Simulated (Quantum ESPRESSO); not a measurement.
The system is Sn.

```
Sn
1.0
    -1.72654    1.77555    2.33834
     1.72654   -1.77555    2.33834
     1.72654    1.77555   -2.33834
Sn
1
Direct
  0.00000 0.00000 0.00000
```

This isn't the form of Sn at room conditions, which is tetragonal (white tin).

Base run:

- Program: Quantum ESPRESSO 7.5
- Functional: vdW-DF-cx
- Potentials or basis: SG15 PBE 1.2
- Cutoff: 952 eV
- Density cutoff: 3810 eV
- k mesh: 11 × 11 × 11
- Occupations: fermi-dirac, width 0.05 eV
- Spin: no spin polarisation

Its results: band gap on the k mesh none (metal or under the smearing width); pressure -3.4 GPa.

**Question.** After a change of settings the same cell gave: band gap on the k mesh none (metal or under the smearing width); pressure -0.2 GPa. Which change was it?
A. functional from vdW-DF-cx to RPBE
B. functional from vdW-DF-cx to TASK
C. functional from vdW-DF-cx to PBEsol
D. functional from vdW-DF-cx to SCAN

**Answer.** B.

Caveats: the potentials were made for another functional, which shifts forces and pressure; spin-orbit coupling is left out, which moves the levels of the heavy elements.

Runs at the PBE level aren't shown here.
